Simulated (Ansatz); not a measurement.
# Ag (P6_3/mmc) in Ansatz: notebook

The runs below take Ag through single point, equation of state, with LDA.

Everything below comes from runs of Ansatz 0.2.0. Logs are shortened: lines on timing, memory, paths and dates and some standing lists are left out, and cuts for length are marked.

## (1) The structure

Symmetry: P6_3/mmc, No. 194, hexagonal system. The conventional cell has a = 2.930 Å, b = 2.930 Å, c = 4.790 Å, α = 90.00°, β = 90.00°, γ = 120.00°. Around Ag (site symmetry -6m2) lie 12 Ag at 2.93 Å.

This isn't the form of Ag at room conditions, which is fcc.

## (2) Single point, LDA, 16.74 Å³/atom (volume scaled by 0.94)

File input.yaml:

```yaml
crystal:
  lattice:
    - [2.8701872985, 0.0, 0.0]
    - [-1.4350936493, 2.4856551142, 0.0]
    - [0.0, 0.0, 4.6922174607]
  atoms:
    - { symbol: Ag, position: [0.6666666667, 0.3333333333, 0.75] }
    - { symbol: Ag, position: [0.3333333333, 0.6666666667, 0.25] }
hamiltonian:
  xc: lda
  pseudopotentials: { kind: paw }
kpoints:
  mp_grid: { grid: [10, 10, 6] }
scf:
  occupations: { method: fermi_dirac, width: 0.05 }
output:
  forces: true
  stress: true
  eigenvalues: true
```

Potentials or basis: Ansatz PAW.

Run with:

```console
> ansatz run input.yaml --threads 2 --pin off --max-ram 5632MiB --backend cpu --events-out ev --progress --plain --runs-dir out
```

Output:

```text
Warning: RAYON_NUM_THREADS=2 ignored (pool sized by the plan → 2); use --threads N
Engine: ansatz 0.2.0, x86_64-unknown-linux-gnu
Pseudopotentials: kind: paw
Pseudopotential: Ag, paw, valence charge 19, recommended cutoff 420 eV (normal), Ag.paw.azcp
Functional definition: SPW92
  exchange = slater_x
  correlation = pw_c
Crystal: 2 atoms, lattice volume = 33.476 Å³
Basis set: ecut = 420 eV, 663 PW (Γ)
Bands: 23, of which v1, the nominal top of the filled ones, is band 19 counted from 1 (18 counted from 0)
Symmetry: 24 space group operations
Space group: P63/mmc (ITA 194), of the structure as read, at distance tolerance 3.2e-5 Å
k-points: 56 of 600
Non-local potential: Ag, projectors of the file, l = 0: 3, l = 1: 2, l = 2: 2, l = 3: 1
PAW form: soft (Blöchl's): semilocal exchange-correlation on the pseudo side does not see the compensation charge
PAW frozen core: Ag, regenerated for the run's functional, and the local potential with it (the file was generated under x = pbe(κ = 0.804, μ = 0.2195149727645171), c = pbe(β = 0.06672455060314922))
PAW one-centre angular grid: Ag, 590 points (default); XC on 64 Gauss nodes
Initial density: superposition of atomic densities (neutral atoms: chi_scale 0, normalization atom), corrected by the library's trained network
Initial wavefunctions: pseudopotential atomic-orbital guess
Functional: x = slater, c = lda
SCF iter   1: F=—  HF=-14916.272584 eV  |F-HF|=—  |Δ(HF+E_count)|=         —  Δρ=1.35e-2  dr2=5.04e-2  ethr=1.77e-3  ⟨swp⟩=4.7  Hψ=4811  notcnv=0
preconditioner: auto → none  [insulator: Δε(μ)=0.240 eV  Ē_g=11.317 eV  σ=0.050 eV  W_gap=0.75  n_scr=10 (ndim 8)  ℏωp=30.1 eV  f_vac=0.000  D(μ)=0.73/eV (n_scr^D=2)  ε∞_Penn≈8.1]
SCF iter   2: F=—  HF=-14916.257960 eV  |F-HF|=—  |Δ(HF+E_count)|=   1.46e-2  Δρ=3.34e-3  dr2=7.65e-4  ethr=1.33e-4  ⟨swp⟩=2.3  Hψ=2585  notcnv=0  defer=8
SCF iter   3: F=—  HF=-14916.257729 eV  |F-HF|=—  |Δ(HF+E_count)|=   2.30e-4  Δρ=1.48e-3  dr2=1.62e-4  ethr=2.01e-6  ⟨swp⟩=2.4  Hψ=2364  notcnv=0  defer=8
SCF iter   4: F=—  HF=-14916.257700 eV  |F-HF|=—  |Δ(HF+E_count)|=   2.91e-5  Δρ=6.21e-4  dr2=2.97e-5  ethr=4.26e-7  ⟨swp⟩=1.0  Hψ=1280  notcnv=0  defer=8
SCF iter   5: F=—  HF=-14916.257697 eV  |F-HF|=—  |Δ(HF+E_count)|=   3.64e-6  Δρ=1.29e-4  dr2=1.34e-6  ethr=7.82e-8  ⟨swp⟩=1.1  Hψ=1283  notcnv=0  defer=8
SCF iter   6: F=-14916.257696 eV  HF=-14916.257696 eV  |F-HF|=4.39e-9  |Δ(HF+E_count)|=   3.41e-7  Δρ=1.25e-5  dr2=1.23e-8  ethr=2.63e-10  ⟨swp⟩=4.6  Hψ=4922  notcnv=0
SCF 1 converged in 6 iterations: F = -14916.257696 eV  dr2 = 1.23e-8
SCF converged after 6 iterations
Free energy (F): -14916.257696 eV
Harris-Foulkes:  -14916.257696 eV  (|F-HF|=4.39e-9)
Internal energy: -14916.251739 eV  (E = F + TS)
E sigma→0 (E₀):  -14916.254718 eV
Entropy (-TS):   -0.005957 eV (-2.979 meV/atom)
Fermi energy:    17.355339 eV
--- Per-component energies (eV) ---
  E_band       = -465.885295
  E_kinetic    = 1055.381973
  E_local      = -4338.703056  (includes V_loc(G=0)·N_el)
  E_nonlocal   = 172.786230
  E_hartree    = 1970.241814
  E_xc         = -367.767966
  E_vxc        = -469.739551  (∫ρ·V_xc dr)
  E_paw        = -7540.401771  (= ΣΔE_a)
  E_vpaw       = -826.098859  (= ΣTr[D̂ρ^β])
  E_aug_tail   = 0.000532  (compensation charges beyond the density's cutoff)
  E_ewald      = -5869.239111
  E_core_change = 1.449615  (= ΣΔE_core)
  E_smearing   = -0.005957  (= −TS)
  E_closure    = 0.000000  (closes the sum)
  Σ components = -14916.257696   (vs F -14916.257696, Δ=0.00e0)
--- Forces (eV/Å), atoms counted from 1 ---
  atom   1  Ag     0.00000000    -0.00000000     0.00000000
  atom   2  Ag    -0.00000000     0.00000000     0.00000000
  max |Σ_I F_I| component: 2.31e-18 eV/Å
--- Stress (GPa, compression-positive) ---
       -4.702340      -0.000000       0.000000
       -0.000000      -4.702340       0.000000
        0.000000       0.000000      -5.329041
  P = ⅓ Tr σ = -4.9112 GPa (-49.112 kbar)
--- Band table (eV; the first three rows and the last of 56) ---
  k-point 0: bands = ["-74.4051", "-74.3864", "-38.0352", "-37.8802", "-37.8802", "-37.8573", "-37.8534", "-37.8534", "9.3715", "10.8656", "12.5492", "12.6555", "12.6555", "12.9060", "12.9060", "13.2779", "13.2779", "14.3419", "14.3419", "16.8647", "20.9961", "33.0107", "34.8491"]
  k-point 1: bands = ["-74.4039", "-74.3876", "-38.0234", "-37.8784", "-37.8784", "-37.8693", "-37.8552", "-37.8552", "9.5909", "10.9077", "12.5044", "12.6018", "12.6018", "12.8469", "12.8469", "13.4232", "13.4232", "14.3183", "14.3183", "15.7000", "22.5295", "32.7171", "34.4999"]
  k-point 2: bands = ["-74.4004", "-74.3911", "-37.9911", "-37.9021", "-37.8735", "-37.8735", "-37.8601", "-37.8601", "10.1846", "10.9764", "12.4504", "12.5549", "12.5549", "12.7151", "12.7151", "13.7189", "13.7189", "13.9572", "14.2190", "14.2190", "25.3982", "31.4845", "33.3979"]
  k-point 55: bands = ["-74.3818", "-74.3818", "-38.0015", "-38.0015", "-37.9566", "-37.9566", "-37.8928", "-37.8928", "11.6355", "11.6355", "12.1754", "12.1754", "12.7171", "12.7171", "13.3430", "13.3430", "14.4160", "14.4160", "20.5268", "20.5268", "23.5708", "23.5708", "23.9033"]
```

Run time: 2.3 s. Hardware: 2 threads of Intel Xeon at 2.50GHz (Skylake/Cascade Lake), shared host; peak memory 0.33 GiB.

What came out:

* Free energy: -14916.2577 eV
* Pressure: -4.9 GPa
* Band gap on the k mesh: none (metal or under the smearing width)

Caveat: the PAW data sets come from PBE, with cores solved anew for the run's functional, which leaves a small shift of forces and pressure.

## (3) Single point, LDA, 17.09 Å³/atom (volume scaled by 0.96)

input.yaml: that of step 2 with these lines changed.

```diff
@@ -2,5 +2,5 @@
   lattice:
-    - [2.8701872985, 0.0, 0.0]
-    - [-1.4350936493, 2.4856551142, 0.0]
-    - [0.0, 0.0, 4.6922174607]
+    - [2.8904005511, 0.0, 0.0]
+    - [-1.4452002756, 2.5031603044, 0.0]
+    - [0.0, 0.0, 4.7252623344]
   atoms:
```

Potentials or basis: Ansatz PAW.

Run with:

```console
> ansatz run input.yaml --threads 2 --pin off --max-ram 5632MiB --backend cpu --events-out ev --progress --plain --runs-dir out
```

Wall time 2.5 s (2 threads of Intel Xeon at 2.50GHz (Skylake/Cascade Lake), shared host); peak memory 0.33 GiB.

The run converged. Its results:

| Item | Value |
| --- | --- |
| Free energy | -14916.2310 eV |
| Pressure | -7.1 GPa |
| Band gap on the k mesh | none (metal or under the smearing width) |

Caveat: the PAW data sets come from PBE, with cores solved anew for the run's functional, which leaves a small shift of forces and pressure.

## (4) Single point, LDA, 17.45 Å³/atom (volume scaled by 0.98)

input.yaml: that of step 3 with these lines changed.

```diff
@@ -2,5 +2,5 @@
   lattice:
-    - [2.8904005511, 0.0, 0.0]
-    - [-1.4452002756, 2.5031603044, 0.0]
-    - [0.0, 0.0, 4.7252623344]
+    - [2.910334978, 0.0, 0.0]
+    - [-1.455167489, 2.5204240244, 0.0]
+    - [0.0, 0.0, 4.7578513803]
   atoms:
```

Run with:

```console
> ansatz run input.yaml --threads 2 --pin off --max-ram 5632MiB --backend cpu --events-out ev --progress --plain --runs-dir out
```

Wall time 2.4 s (2 threads of Intel Xeon at 2.50GHz (Skylake/Cascade Lake), shared host); peak memory 0.33 GiB.

Results (log left out):

| Item | Value |
| --- | --- |
| Free energy | -14916.1955 eV |
| Pressure | -8.9 GPa |
| Band gap on the k mesh | none (metal or under the smearing width) |

Caveat: the PAW data sets come from PBE, with cores solved anew for the run's functional, which leaves a small shift of forces and pressure.

## (5) Single point, LDA, 17.81 Å³/atom

input.yaml: that of step 4 with these lines changed.

```diff
@@ -2,5 +2,5 @@
   lattice:
-    - [2.910334978, 0.0, 0.0]
-    - [-1.455167489, 2.5204240244, 0.0]
-    - [0.0, 0.0, 4.7578513803]
+    - [2.93, 0.0, 0.0]
+    - [-1.465, 2.5374544331, 0.0]
+    - [0.0, 0.0, 4.79]
   atoms:
```

Run with:

```console
> ansatz run input.yaml --threads 2 --pin off --max-ram 5632MiB --backend cpu --events-out ev --progress --plain --runs-dir out
```

Wall time 3 s (2 threads of Intel Xeon at 2.50GHz (Skylake/Cascade Lake), shared host); peak memory 0.34 GiB.

Results (log left out):

* Free energy: -14916.1523 eV
* Pressure: -10.5 GPa
* Band gap on the k mesh: none (metal or under the smearing width)

Caveat: the PAW data sets come from PBE, with cores solved anew for the run's functional, which leaves a small shift of forces and pressure.

## (6) Single point, LDA, 18.16 Å³/atom (volume scaled by 1.02)

input.yaml: that of step 5 with these lines changed.

```diff
@@ -2,5 +2,5 @@
   lattice:
-    - [2.93, 0.0, 0.0]
-    - [-1.465, 2.5374544331, 0.0]
-    - [0.0, 0.0, 4.79]
+    - [2.949404539, 0.0, 0.0]
+    - [-1.4747022695, 2.5542592568, 0.0]
+    - [0.0, 0.0, 4.8217227788]
   atoms:
```

Potentials or basis: Ansatz PAW.

Run with:

```console
> ansatz run input.yaml --threads 2 --pin off --max-ram 5632MiB --backend cpu --events-out ev --progress --plain --runs-dir out
```

Wall time 2.8 s (2 threads of Intel Xeon at 2.50GHz (Skylake/Cascade Lake), shared host); peak memory 0.33 GiB.

It converged, with:

| Property | Result |
| --- | --- |
| Free energy | -14916.1027 eV |
| Pressure | -11.8 GPa |
| Band gap on the k mesh | none (metal or under the smearing width) |

Caveat: the PAW data sets come from PBE, with cores solved anew for the run's functional, which leaves a small shift of forces and pressure.

## (7) Single point, LDA, 18.52 Å³/atom (volume scaled by 1.04)

input.yaml: that of step 6 with these lines changed.

```diff
@@ -2,5 +2,5 @@
   lattice:
-    - [2.949404539, 0.0, 0.0]
-    - [-1.4747022695, 2.5542592568, 0.0]
-    - [0.0, 0.0, 4.8217227788]
+    - [2.9685570532, 0.0, 0.0]
+    - [-1.4842785266, 2.5708458207, 0.0]
+    - [0.0, 0.0, 4.8530335443]
   atoms:
@@ -19 +19,5 @@
   eigenvalues: true
+  write_density: true
+  write_potential: true
+  elf: true
+  volumetric_format: npy
```

Run with:

```console
> ansatz run input.yaml --threads 2 --pin off --max-ram 5632MiB --backend cpu --events-out ev --progress --plain --runs-dir out
```

It took 3.6 s on 2 threads of Intel Xeon at 2.50GHz (Skylake/Cascade Lake), shared host; peak memory 0.34 GiB.

The run converged. Its results:

```yaml
Free_energy: -14916.0474 eV
Pressure: -13.0 GPa
Band_gap_on_the_k_mesh: none (metal or under the smearing width)
```

Caveat: the PAW data sets come from PBE, with cores solved anew for the run's functional, which leaves a small shift of forces and pressure.

## (8) Single point, LDA, 18.87 Å³/atom (volume scaled by 1.06)

input.yaml: that of step 7 with these lines changed.

```diff
@@ -2,5 +2,5 @@
   lattice:
-    - [2.9685570532, 0.0, 0.0]
-    - [-1.4842785266, 2.5708458207, 0.0]
-    - [0.0, 0.0, 4.8530335443]
+    - [2.9874655697, 0.0, 0.0]
+    - [-1.4937327848, 2.5872210763, 0.0]
+    - [0.0, 0.0, 4.8839454194]
   atoms:
@@ -19,5 +19 @@
   eigenvalues: true
-  write_density: true
-  write_potential: true
-  elf: true
-  volumetric_format: npy
```

Run with:

```console
> ansatz run input.yaml --threads 2 --pin off --max-ram 5632MiB --backend cpu --events-out ev --progress --plain --runs-dir out
```

It took 3 s on 2 threads of Intel Xeon at 2.50GHz (Skylake/Cascade Lake), shared host; peak memory 0.34 GiB.

It converged, with:

```
Free energy            : -14915.9875 eV
Pressure               : -14.0 GPa
Band gap on the k mesh : none (metal or under the smearing width)
```

Caveat: the PAW data sets come from PBE, with cores solved anew for the run's functional, which leaves a small shift of forces and pressure.

## (9) Equation of state, LDA

Potentials or basis: Ansatz PAW.

No new run: the results of the series are fitted here.

Results:

- Equilibrium volume: 16.08 Å³/atom (rough: see the caveat)
- Bulk modulus at fixed shape and positions: 137 GPa (rough)

Energy against volume, from the lowest point:
```
volume (Å³/atom)  energy (meV/atom)
          16.738               0.00
          17.094              13.35
          17.450              31.12
          17.806              52.69
          18.162              77.52
          18.518             105.13
          18.875             135.11
```

Caveat: the minimum lies outside the volumes run; the cell was scaled at fixed shape and fractional positions, which overstates the stiffness of a crystal with free parameters, most of all of layers and chains.
